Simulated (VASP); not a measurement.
# GaP (F-43m) in VASP: further runs

One crystal, GaP, is run at these levels: r2SCAN; tasks: single point, relaxation of cell and atoms.

Program: VASP 6.6.1. These are calculated values, not measurements. Logs are shortened: lines on timing, memory, paths and dates and some standing lists are left out, and cuts for length are marked.

**Experimental background.**

From “Stacking defects in GaP nanowires: Electronic structure and optical properties”, 2018, arxiv:1810.01194, for a bulk crystal of GaP at 10 K: band gap 2.34 eV (indirect).

The results are compared with them further down.

**1. Starting point**

It takes space group F-43m (No. 216, cubic). Conventional cell: a = 5.451 Å, b = 5.451 Å, c = 5.451 Å, α = 90.00°, β = 90.00°, γ = 90.00°. Around Ga (site symmetry -43m) lie 4 P at 2.36 Å. P (site symmetry -43m) is surrounded by 4 Ga at 2.36 Å.

**2. Single point, r2SCAN**

POSCAR reads:

```
GaP
1.0
    0.0000000000      2.7252500000      2.7252500000
    2.7252500000      0.0000000000      2.7252500000
    2.7252500000      2.7252500000      0.0000000000
Ga P
1 1
Direct
    0.0000000000      0.0000000000      0.0000000000
    0.7500000000      0.7500000000      0.7500000000
```

INCAR.step1 reads:

```
PREC = Accurate
ENCUT = 520
ISMEAR = 0
SIGMA = 0.02
LREAL = F
LASPH = T
NELM = 100
NBANDS = 16
GGA = PE
ALGO = Normal
EDIFF = 1E-4
LWAVE = T
LCHARG = F
```

INCAR.step2 reads:

```
PREC = Accurate
ENCUT = 520
EDIFF = 1E-6
ISMEAR = 0
SIGMA = 0.02
LREAL = F
LASPH = T
NELM = 100
ALGO = Normal
ISIF = 2
LWAVE = F
LCHARG = F
METAGGA = R2SCAN
LMIXTAU = T
NBANDS = 16
ISTART = 1
```

KPOINTS reads:

```
regular mesh
0
Gamma
  8 8 8
```

Potentials or basis: VASP PAW PBE potentials, release 64 (Ga_d, P).

Started as:

```bash
$ cat potpaw_PBE.64/Ga_d/POTCAR potpaw_PBE.64/P/POTCAR > POTCAR
$ cp INCAR.step1 INCAR
$ mpirun -np 1 vasp_std > vasp.out
$ cp INCAR.step2 INCAR
$ mpirun -np 1 vasp_std > vasp.out
```

OUTCAR:

```text
PREC = Accurate
   ENCUT = 520
   EDIFF = 1E-6
   ISMEAR = 0
   LREAL = F
   LASPH = T
   NELM = 100
   ISIF = 2
   METAGGA = R2SCAN
   ISTART = 1

 ion  position               nearest neighbor table
   1  0.000  0.000  0.000-   2 2.36   2 2.36   2 2.36   2 2.36
   2  0.750  0.750  0.750-   1 2.36   1 2.36   1 2.36   1 2.36

  LATTYP: Found a face centered cubic cell.
 ALAT       =     5.4505000000

  Lattice vectors:

 A1 = (   0.0000000000,   2.7252500000,   2.7252500000)
 A2 = (   2.7252500000,   0.0000000000,   2.7252500000)
 A3 = (   2.7252500000,   2.7252500000,   0.0000000000)

Analysis of symmetry for initial positions (statically):
=====================================================================
 Subroutine PRICEL returns:
 Original cell was already a primitive cell.

 Routine SETGRP: Setting up the symmetry group for a
 face centered cubic supercell.

 Subroutine GETGRP returns: Found 24 space group operations
 (whereof 24 operations were pure point group operations)
 out of a pool of 48 trial point group operations.

The static configuration has the point symmetry T_d .

Analysis of symmetry for dynamics (positions and initial velocities):
=====================================================================
 Subroutine PRICEL returns:
 Original cell was already a primitive cell.

 Routine SETGRP: Setting up the symmetry group for a
 face centered cubic supercell.

 Subroutine GETGRP returns: Found 24 space group operations
 (whereof 24 operations were pure point group operations)
 out of a pool of 48 trial point group operations.

The dynamic configuration has the point symmetry T_d .

 Subroutine INISYM returns: Found 24 space group operations
 (whereof 24 operations are pure point group operations),
 and found     1 'primitive' translations

----------------------------------------------------------------------------------------

                                     Primitive cell

  volume of cell :      40.4808

  direct lattice vectors                    reciprocal lattice vectors
     0.000000000  2.725250000  2.725250000    -0.183469406  0.183469406  0.183469406
     2.725250000  0.000000000  2.725250000     0.183469406 -0.183469406  0.183469406
     2.725250000  2.725250000  0.000000000     0.183469406  0.183469406 -0.183469406

  length of vectors
     3.854085511  3.854085511  3.854085511     0.317778334  0.317778334  0.317778334

  position of ions in fractional coordinates (direct lattice)
     0.000000000  0.000000000  0.000000000
     0.750000000  0.750000000  0.750000000

  ion indices of the primitive-cell ions
   primitive index   ion index
                 1           1
                 2           2

----------------------------------------------------------------------------------------

 KPOINTS: regular mesh

Automatic generation of k-mesh.
 Grid dimensions read from file:
 generate k-points for:    8    8    8

 Generating k-lattice:

  Cartesian coordinates                     Fractional coordinates (reciprocal lattice)
    -0.022933676  0.022933676  0.022933676     0.125000000  0.000000000  0.000000000
     0.022933676 -0.022933676  0.022933676     0.000000000  0.125000000  0.000000000
     0.022933676  0.022933676 -0.022933676     0.000000000  0.000000000  0.125000000

  Length of vectors
     0.039722292  0.039722292  0.039722292

  Shift w.r.t. Gamma in fractional coordinates (k-lattice)
     0.000000000  0.000000000  0.000000000

 Subroutine IBZKPT returns following result:
 ===========================================

 Found     29 irreducible k-points:

 Following reciprocal coordinates:
            Coordinates               Weight
  0.000000  0.000000  0.000000      1.000000
  0.125000  0.000000  0.000000      8.000000
  0.250000  0.000000  0.000000      8.000000
  0.375000  0.000000  0.000000      8.000000
  0.500000  0.000000  0.000000      4.000000
  0.125000  0.125000  0.000000      6.000000
[... 16 lines left out ...]
  0.500000  0.250000  0.125000     48.000000
 -0.375000  0.250000  0.125000     24.000000
 [... further k-points ...]
   k-points           NKPTS =     29   k-points in BZ     NKDIM =     29   number of bands    NBANDS=     16
   number of dos      NEDOS =    301   number of ions     NIONS =      2
   total plane-waves  NPLWV =  27000
   dimension x,y,z NGX =    30 NGY =   30 NGZ =   30
   dimension x,y,z NGXF=    60 NGYF=   60 NGZF=   60
   ions per type =               1   1
   NGX,Y,Z   is equivalent  to a cutoff of  12.94, 12.94, 12.94 a.u.
   NGXF,Y,Z  is equivalent  to a cutoff of  25.88, 25.88, 25.88 a.u.
 SYSTEM =  unknown system
   PREC   = accura    normal or accurate (medium, high low for compatibility)
   ISTART =      1    job   : 0-new  1-cont  2-samecut
   ICHARG =      0    charge: 1-file 2-atom 10-const
   ISPIN  =      1    spin polarized calculation?
   LNONCOLLINEAR =      F non collinear calculations
   LSORBIT =      F    spin-orbit coupling
   LASPH  =      T    aspherical Exc in radial PAW
   ENCUT  =  520.0 eV  38.22 Ry    6.18 a.u.   7.17  7.17  7.17*2*pi/ulx,y,z
   NELM   =    100;   NELMIN=  2; NELMDL=  0     # of ELM steps
   EDIFF  = 0.1E-05   stopping-criterion for ELM
   LREAL  =      F    real-space projection
   EDIFFG = 0.1E-04   stopping-criterion for IOM
   NSW    =      0    number of steps for IOM
   IBRION =     -1    ionic relax: 0-MD 1-quasi-New 2-CG
   NFREE  =      0    steps in history (QN), initial steepest desc. (CG)
   ISIF   =      2    stress and relaxation
   ISYM   =      2    0-nonsym 1-usesym 2-fastsym
   POTIM  = 0.5000    time-step for ionic-motion
   TEBEG  =    0.0;   TEEND  =   0.0 temperature during run
   PSTRESS=    0.0 pullay stress
   NELECT =      18.0000    total number of electrons
   NUPDOWN=      -1.0000    fix difference up-down
   EMIN   =  10.00;   EMAX   =-10.00  energy-range for DOS
   EFERMI =   0.00;   METHOD = LEGACY
   ISMEAR =     0;   SIGMA  =   0.02  broadening in eV -4-tet -1-fermi 0-gaus
   EFERMI_NEDOS =   21; number of points for ismear=-14 and -15
   IALGO  =     38    algorithm
   IMIX   =      4    mixing-type and parameters
     AMIX     =   0.40;   BMIX     =  1.00
     AMIX_MAG =   1.60;   BMIX_MAG =  1.00
  volume/ion in A,a.u.               =      20.24       136.59
  Fermi-wavevector in a.u.,A,eV,Ry     =   1.249538  2.361284 21.243377  1.561344
  Thomas-Fermi vector in A             =   2.383574
   LORBIT       =      0    0 simple, 1 ext, 2 COOP (PROOUT), +10 PAW based schemes
   METAGGA = R2SCAN    functional components
   LHFCALC =     F    Hartree Fock is set to
   AEXX    =    0.0000 exact exchange contribution
   IVDW    =     0    specifies the selected vdW correction
   LEPSILON=     F    determine dielectric tensor
   LRPA    =     F    only Hartree local field effects (RPA)
 non-spin polarized calculation
 Gauss-broadening in eV      SIGMA  =   0.02
  energy-cutoff  :      520.00
  volume of cell :       40.48
 maximum number of plane-waves:      1106
 NGX is ok and might be reduce to    30
   NGX = 15   NGY = 15   NGZ = 15

 number of electron      17.9999989 magnetization

 Free energy of the ion-electron system (eV)
  ---------------------------------------------------
  ext. energy  EPLUGINS =         0.00000000
  ---------------------------------------------------
  free energy    TOTEN  =       -21.46308943 eV

  energy without entropy =      -21.46308943  energy(sigma->0) =      -21.46308943

 E-fermi :   4.5630     XC(G=0): -10.5489

 val. band max:        4.4620856948   @ k =   0.0000   0.0000   0.0000
 cond. band min:       6.3643202774   @ k =   0.3750   0.3750   0.0000
 fundamental gap:      1.9022345827
 Fermi energy:         4.5629875974

 k-point     1 :       0.0000    0.0000    0.0000
  band No.  band energies     occupation
      1     -10.5272      2.00000
      2     -10.5272      2.00000
      3     -10.5272      2.00000
      4     -10.4135      2.00000
      5     -10.4135      2.00000
      6      -8.5595      2.00000
[... 8 lines left out ...]
     15      14.7354      0.00000
     16      14.7354      0.00000

 k-point     2 :       0.1250    0.0000    0.0000
  band No.  band energies     occupation
      1     -10.5434      2.00000
      2     -10.5221      2.00000
      3     -10.5221      2.00000
      4     -10.4135      2.00000
      5     -10.4135      2.00000
      6      -8.3459      2.00000
[... 8 lines left out ...]
     15      14.1086      0.00000
     16      14.8362      0.00000

 k-point     3 :       0.2500    0.0000    0.0000
  band No.  band energies     occupation
      1     -10.5781      2.00000
      2     -10.5112      2.00000
      3     -10.5112      2.00000
      4     -10.4121      2.00000
      5     -10.4121      2.00000
      6      -7.7435      2.00000
[... 8 lines left out ...]
     15      13.9344      0.00000
     16      15.0226      0.00000

 k-point     4 :       0.3750    0.0000    0.0000
  band No.  band energies     occupation
      1     -10.6084      2.00000
      2     -10.5026      2.00000
      3     -10.5026      2.00000
      4     -10.4084      2.00000
      5     -10.4084      2.00000
      6      -6.9076      2.00000
[... 8 lines left out ...]
     15      15.2054      0.00000
     16      15.2054      0.00000
[... 324 lines left out ...]
 k-point    22 :       0.3750    0.2500    0.1250
  band No.  band energies     occupation
      1     -10.6039      2.00000
      2     -10.4982      2.00000
      3     -10.4940      2.00000
      4     -10.4248      2.00000
      5     -10.4038      2.00000
      6      -7.2329      2.00000
[... 8 lines left out ...]
     15      16.2191      0.00000
     16      17.6390      0.00000

 k-point    23 :       0.5000    0.2500    0.1250
  band No.  band energies     occupation
      1     -10.6213      2.00000
      2     -10.4934      2.00000
      3     -10.4842      2.00000
      4     -10.4227      2.00000
      5     -10.4040      2.00000
      6      -6.4470      2.00000
[... 8 lines left out ...]
     15      16.6937      0.00000
     16      18.0061      0.00000

 k-point    24 :      -0.3750    0.2500    0.1250
  band No.  band energies     occupation
      1     -10.6277      2.00000
      2     -10.4925      2.00000
      3     -10.4806      2.00000
      4     -10.4190      2.00000
      5     -10.4058      2.00000
      6      -5.9751      2.00000
[... 8 lines left out ...]
     15      17.1309      0.00000
     16      17.7130      0.00000

 [... further k-points ...]

------------------------ aborting loop because EDIFF is reached ----------------------------------------

  FORCE on cell =-STRESS in cart. coord.  units (eV):
  Direction    XX          YY          ZZ          XY          YZ          ZX
  --------------------------------------------------------------------------------------
  -------------------------------------------------------------------------------------
  Total       -0.0032494     -0.0032494     -0.0032494     -0.0000000     -0.0000000      0.0000000
  in kB       -0.1286055     -0.1286055     -0.1286055     -0.0000000     -0.0000000      0.0000000
  external PRESSURE =      -0.1286055 kB  Pullay stress =       0.0000000 kB

 VOLUME and BASIS-vectors are now :
 -----------------------------------------------------------------------------
  energy-cutoff  :      520.00
  volume of cell :       40.48
      direct lattice vectors                 reciprocal lattice vectors
     0.000000000  2.725250000  2.725250000    -0.183469406  0.183469406  0.183469406
     2.725250000  0.000000000  2.725250000     0.183469406 -0.183469406  0.183469406
     2.725250000  2.725250000  0.000000000     0.183469406  0.183469406 -0.183469406

 POSITION                                       TOTAL-FORCE (eV/Angst)
 -----------------------------------------------------------------------------------
      0.00000      0.00000      0.00000        -0.000000     -0.000000     -0.000000
      4.08788      4.08788      4.08788         0.000000      0.000000      0.000000
 -----------------------------------------------------------------------------------
    total drift:                               -0.000010     -0.000010     -0.000010

  FREE ENERGIE OF THE ION-ELECTRON SYSTEM (eV)
  ---------------------------------------------------
  free  energy   TOTEN  =       -21.4630894347 eV

  energy  without entropy=      -21.4630894347  energy(sigma->0) =      -21.46308943
```

It took 68 s on 1 thread of Intel Xeon Platinum 8488C (Sapphire Rapids), shared host; peak memory 0.17 GiB.

What came out:

```yaml
Free_energy: -21.4631 eV
Pressure: 0.0 GPa
Band_gap_on_the_k_mesh: 1.90 eV, indirect (least direct gap 2.34 eV)
```

Caveat: the PAW data sets were made with another functional, which shifts forces and pressure a little.

[end of part 1 of 2]
